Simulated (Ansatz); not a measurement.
## Molecular dynamics of WC

The input (input.yaml):

```yaml
accuracy: low
crystal:
  lattice:
    - [-2.950599, -5.110587, 0.0]
    - [4.425898, -2.555293, 0.0]
    - [0.0, 0.0, 5.755853]
  atoms:
    - { symbol: W, position: [0.73957294, 0.51058308, 0.00517553] }
    - { symbol: C, position: [0.478066, 0.65306179, 0.27945298] }
    - { symbol: W, position: [0.7386718, 0.47978449, 0.50602568] }
    - { symbol: C, position: [0.47368088, 0.63999678, 0.77494663] }
    - { symbol: W, position: [0.48364394, -0.03353971, 0.04628068] }
    - { symbol: C, position: [0.24155444, 0.16812966, 0.2736945] }
    - { symbol: W, position: [0.48343106, -0.01145634, 0.51469962] }
    - { symbol: C, position: [0.2311057, 0.16044635, 0.78501077] }
    - { symbol: W, position: [0.24485635, 0.49245789, 0.01584373] }
    - { symbol: C, position: [0.00902945, 0.6376392, 0.26995555] }
    - { symbol: W, position: [0.24365041, 0.45042484, 0.5279608] }
    - { symbol: C, position: [-0.01374411, 0.69468274, 0.77815597] }
    - { symbol: W, position: [-0.04076176, 0.01122944, 0.02600925] }
    - { symbol: C, position: [0.72446487, 0.13755076, 0.29324329] }
    - { symbol: W, position: [0.00612928, -0.0193647, 0.5239758] }
    - { symbol: C, position: [0.71173572, 0.14287242, 0.76291333] }
basis:
  ecutwfc: 420.0
kpoints:
  mp_grid: { grid: [3, 3, 3] }
hamiltonian:
  xc: pbe
  pseudopotentials: { kind: paw, azcp: { folder: soft_1 } }
scf:
  occupations: { method: fermi_dirac, width: 0.17 }
  lower_state_search: "off"
md:
  timestep: 1.5
  n_steps: 160
  ensemble: npt_langevin
  temperature: 1400.0
  initial_velocities: maxwell_boltzmann
  seed: 194990
  friction: 0.01
  pressure: 10.0
  fix_cell: [angles]
```

Command:

```bash
$ ansatz run input.yaml --threads 2 --pin off --max-ram 5120MiB --backend cpu --events-out ev --progress --plain --runs-dir out
```

It goes on from the last frame of an earlier run, with new velocities.

Output, in part (step lines):

```
md step     0: t =     0.00 fs  T =  1312.5 K  F+E_penalty+E_count = -85094.02386590 eV  E_kin = 2.714460 eV  conserved = -85081.09698892 eV  P_inst = -1.8849 GPa  V = 173.5884 Å³  selection 1  (9 SCF iters)
md step     1: t =     1.50 fs  T =  1391.4 K  F+E_penalty+E_count = -85094.00573946 eV  E_kin = 2.877542 eV  conserved = -85081.09700594 eV  P_inst = -1.7968 GPa  V = 173.5427 Å³  selection 1  (7 SCF iters)
md step     2: t =     3.00 fs  T =  1253.6 K  F+E_penalty+E_count = -85093.95262678 eV  E_kin = 2.592569 eV  conserved = -85081.09479585 eV  P_inst = -1.7890 GPa  V = 173.4540 Å³  selection 1  (7 SCF iters)
md step     3: t =     4.50 fs  T =  1296.9 K  F+E_penalty+E_count = -85093.89765863 eV  E_kin = 2.682170 eV  conserved = -85081.09527120 eV  P_inst = -1.4371 GPa  V = 173.3300 Å³  selection 1  (7 SCF iters)
md step     4: t =     6.00 fs  T =  1264.3 K  F+E_penalty+E_count = -85093.83226700 eV  E_kin = 2.614800 eV  conserved = -85081.09462122 eV  P_inst = -1.0644 GPa  V = 173.1696 Å³  selection 1  (7 SCF iters)
md step     5: t =     7.50 fs  T =  1216.5 K  F+E_penalty+E_count = -85093.75384013 eV  E_kin = 2.515832 eV  conserved = -85081.09414676 eV  P_inst = -0.5829 GPa  V = 172.9704 Å³  selection 1  (5 SCF iters)
md step     6: t =     9.00 fs  T =  1116.1 K  F+E_penalty+E_count = -85093.68343668 eV  E_kin = 2.308319 eV  conserved = -85081.09238893 eV  P_inst = -0.0653 GPa  V = 172.7318 Å³  selection 1  (6 SCF iters)
md step     7: t =    10.50 fs  T =  1118.0 K  F+E_penalty+E_count = -85093.63151341 eV  E_kin = 2.312290 eV  conserved = -85081.09172682 eV  P_inst = 0.5869 GPa  V = 172.4822 Å³  selection 1  (5 SCF iters)
[... lines left out ...]
```

The steps, from the saved trajectory:

| time (fs) | T (K) | potential energy less start (eV) | conserved less start (meV/atom) | P (GPa) | volume (Å³) |
| --- | --- | --- | --- | --- | --- |
| 0 | 1312 | 0.000 | 0.00 | -1.9 | 173.6 |
| 7.5 | 1216 | 0.270 | 0.18 | -0.6 | 173.0 |
| 15 | 1081 | 0.370 | 0.35 | 2.6 | 171.5 |
| 22.5 | 1199 | -0.168 | 0.08 | 6.4 | 169.4 |
| 30 | 1421 | -0.402 | 0.04 | 11.9 | 167.0 |
| 37.5 | 1234 | -0.077 | 0.33 | 19.5 | 164.2 |
| 45 | 1352 | -0.445 | 0.27 | 23.9 | 162.0 |
| 52.5 | 1506 | -0.725 | 0.38 | 24.9 | 161.4 |
| 60 | 2364 | -1.192 | -0.30 | 23.9 | 161.8 |
| 67.5 | 1896 | -0.301 | -0.07 | 22.2 | 163.0 |
| 75 | 1596 | 0.384 | 0.23 | 18.4 | 164.9 |
| 82.5 | 1759 | -0.531 | -0.28 | 10.8 | 167.1 |
| 90 | 1676 | -0.018 | -0.23 | 7.0 | 168.9 |
| 97.5 | 907 | 1.199 | 0.51 | 5.3 | 170.7 |
| 105 | 1399 | 0.006 | -0.13 | 0.6 | 172.3 |
| 112.5 | 1451 | -0.584 | -0.20 | -1.5 | 172.9 |
| 120 | 1341 | -0.169 | 0.38 | 1.6 | 172.0 |
| 127.5 | 1719 | -1.090 | -0.09 | 4.0 | 170.0 |
| 135 | 1838 | -0.972 | 0.06 | 9.6 | 167.7 |
| 142.5 | 1901 | -0.475 | 0.21 | 15.5 | 165.8 |
| 150 | 1669 | -0.394 | -0.01 | 17.2 | 165.1 |
| 157.5 | 1469 | 0.177 | 0.19 | 18.4 | 164.7 |
| 165 | 1465 | 0.460 | 0.00 | 17.4 | 165.0 |
| 172.5 | 1254 | 0.614 | 0.13 | 14.3 | 166.3 |
| 180 | 1402 | 0.365 | -0.05 | 11.6 | 167.7 |
| 187.5 | 1602 | 0.432 | 0.08 | 10.6 | 168.9 |
| 195 | 1544 | 0.264 | 0.15 | 7.8 | 170.0 |
| 202.5 | 1626 | -0.476 | -0.11 | 5.4 | 170.2 |
| 210 | 1469 | -0.292 | -0.04 | 6.7 | 169.7 |
| 217.5 | 1190 | 0.157 | 0.32 | 9.1 | 169.0 |
| 225 | 1401 | -0.589 | 0.18 | 9.4 | 168.2 |
| 232.5 | 1690 | -1.005 | -0.10 | 10.8 | 167.1 |
| 240 | 1473 | -0.149 | 0.29 | 14.2 | 166.1 |

The run went to its last step. The conserved energy stayed within 0.51 meV per atom of its start (net change 0.29 meV per atom), so the integration is sound. The mean temperature of the second half is 11 % above the set value. A run of 0.24 ps of so small a system gives no equilibrium averages. Limits of this set-up: coarse k mesh, low accuracy level. The cell's volume went from 174 to 166 Å³.

Mean squared displacements from the first frame to the last, about the centre of mass, the cell's change included: W 0.04 Å², C 0.05 Å².

Last frame:

```xyz
16
Lattice="-2.9310 -5.0766 0.0000 4.3362 -2.5035 0.0000 0.0000 0.0000 5.6602" Properties=species:S:1:pos:R:3
W -0.303 -4.795 -0.005
C 1.226 -3.932 1.437
W -0.175 -4.817 2.730
C 1.103 -3.940 4.336
W -1.627 -2.295 -0.083
C -0.311 -1.329 1.462
W -1.687 -2.336 2.804
C -0.194 -1.625 4.136
W 1.210 -2.372 0.148
C 2.815 -1.657 1.333
W 1.211 -2.287 2.853
C 2.656 -1.473 4.181
W -0.222 0.262 -0.068
C -1.826 -3.990 1.495
W -0.083 0.198 2.880
C -1.709 -3.976 4.210
```

Time of the run: 23 min on 2 threads of Intel(R) Xeon(R) Platinum 8259CL CPU @ 2.50GHz (Skylake/Cascade Lake), with other jobs on the host, peak memory 0.85 GiB.
